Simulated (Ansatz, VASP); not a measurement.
Given: the input of a run of Ansatz 0.2.0 on TePb.

File input.yaml:

```yaml
crystal:
  lattice:
    - [0.0, 3.231, 3.231]
    - [3.231, 0.0, 3.231]
    - [3.231, 3.231, 0.0]
  atoms:
    - { symbol: Pb, position: [0.0, 0.0, 0.0] }
    - { symbol: Te, position: [0.5, 0.5, 0.5] }
hamiltonian:
  xc: pbe
  pseudopotentials: { kind: paw }
kpoints:
  mp_grid: { grid: [7, 7, 7] }
scf:
  occupations: { method: gaussian, width: 0.014 }
output:
  forces: true
  stress: true
  eigenvalues: true
```

Potentials or basis: Ansatz PAW.

Command:

```bash
$ ansatz run input.yaml --threads 2 --pin off --max-ram 5632MiB --backend cpu --events-out ev --progress --plain --runs-dir out
```

Problem. Translate it to VASP 6.6.1. Potentials there: VASP PAW PBE potentials, release 64 (Pb_d, Te).

Solution. As run (the cutoff follows the program's own potentials):

File INCAR:

```
SYSTEM = TePb
PREC     = Accurate       ! precision mode
ENCUT    = 520            ! plane-wave cutoff, eV
EDIFF    = 1E-6           ! SCF threshold, eV
ISMEAR   = 0              ! smearing method
SIGMA    = 0.014          ! smearing width, eV
LREAL    = .FALSE.        ! projectors in reciprocal space
LASPH    = .TRUE.         ! aspherical terms in the spheres
NELM     = 80             ! most SCF steps
ALGO     = Normal         ! electronic algorithm
ISIF     = 2              ! what is computed and relaxed
LWAVE    = .FALSE.        ! write WAVECAR
LCHARG   = .TRUE.         ! write CHGCAR
GGA      = PE             ! functional
LELF     = .TRUE.         ! ELF
LVHAR    = .TRUE.
```

KPOINTS

```
regular mesh
0
G
  7 7 7
  0 0 0
```

File POSCAR:

```
TePb
1.0
    0.0000000000      3.2310000000      3.2310000000
    3.2310000000      0.0000000000      3.2310000000
    3.2310000000      3.2310000000      0.0000000000
Pb Te
1 1
Direct
    0.0000000000      0.0000000000      0.0000000000
    0.5000000000      0.5000000000      0.5000000000
```

Potentials or basis: VASP PAW PBE potentials, release 64 (Pb_d, Te).

The run is started by

```sh
$ cat potpaw_PBE.64/Pb_d/POTCAR potpaw_PBE.64/Te/POTCAR > POTCAR
$ mpirun -np 1 vasp_std > vasp.out
```

Both were run:

|  | VASP | Ansatz | Ansatz less VASP |
| --- | --- | --- | --- |
| gap on the k mesh at the Fermi level (eV) | 1.01 | 1.01 | -0.003 |
| least direct gap on the mesh (eV) | 1.01 | 1.01 | -0.003 |
| pressure (GPa) | 2.1 | 2.1 | +0.06 |

The two sets of potentials don't hold the same shells in valence.

The runs have no spin-orbit coupling, so splittings on Pb, Te are missing.
